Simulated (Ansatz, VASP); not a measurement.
**NaCl in VASP and in Ansatz**

INCAR

```
  PREC = Accurate
  ENCUT = 520
  EDIFF = 1E-6
  ISMEAR = -1
  SIGMA = 0.02
  LREAL = False
  LASPH = True
  NELM = 80
  ALGO = Normal
  ISIF = 2
  LWAVE = False
  LCHARG = False
  GGA = PE
  NBANDS = 14
```

KPOINTS

```
regular mesh
0
Gamma
  8 8 8
```

The input POSCAR:

```
NaCl
1.0
   -0.0119374547      3.0753353235      3.0753353235
    3.0753353235     -0.0119374547      3.0753353235
    3.0753353235      3.0753353235     -0.0119374547
Na Cl
1 1
Direct
   -0.0004454355     -0.0004454355     -0.0004454355
    0.2504454355      0.2504454355      0.2504454355
```

Input for Ansatz:

```yaml
crystal:
  lattice:
    - [-0.0119374547, 3.0753353235, 3.0753353235]
    - [3.0753353235, -0.0119374547, 3.0753353235]
    - [3.0753353235, 3.0753353235, -0.0119374547]
  atoms:
    - { symbol: Na, position: [-0.0004454355, -0.0004454355, -0.0004454355] }
    - { symbol: Cl, position: [0.2504454355, 0.2504454355, 0.2504454355] }
kpoints:
  mp_grid: { grid: [8, 8, 8] }
  band_path:
    path:
      - [0.0, 0.0, 0.0]
      - [-0.5, -0.5, 0.0]
      - [-0.375, -0.375, 0.25]
      - [-0.375, 0.0, 0.375]
      - [0.0, 0.0, 0.5]
      - [-0.5, -0.25, 0.25]
    npoints: 1
hamiltonian:
  xc: pbe
scf:
  occupations: { method: fermi_dirac, width: 0.02 }
  n_extra_bands: 4
output:
  forces: true
  stress: true
  eigenvalues: true
  write_density: true
  write_potential: true
  elf: true
  volumetric_format: npy
```

Change from the starting cell: shear_111 strain -0.6%.

Alike in both runs: task single point; functional PBE; k mesh 8 × 8 × 8; occupations fermi-dirac, width 0.02 eV; no spin polarisation.

|  | VASP | Ansatz |
| --- | --- | --- |
| version | VASP 6.6.1 | Ansatz 0.2.0 |
| potentials or method | VASP PAW PBE potentials, release 64 (Na_pv, Cl) | plane waves, PAW |
| plane-wave cutoff (eV) | 520 | 420 |
| valence electrons in the cell | 14 | 16 |

```tsv
	VASP	Ansatz	Ansatz less VASP
gap on the k mesh at the Fermi level (eV)	4.95	4.95	+0.001
pressure (GPa)	0.8	0.8	+0.01
```

The functional is the same, so the differences come from potentials, cutoffs and numerics. The two sets of potentials don't hold the same shells in valence.

A k mesh can miss the band edges.
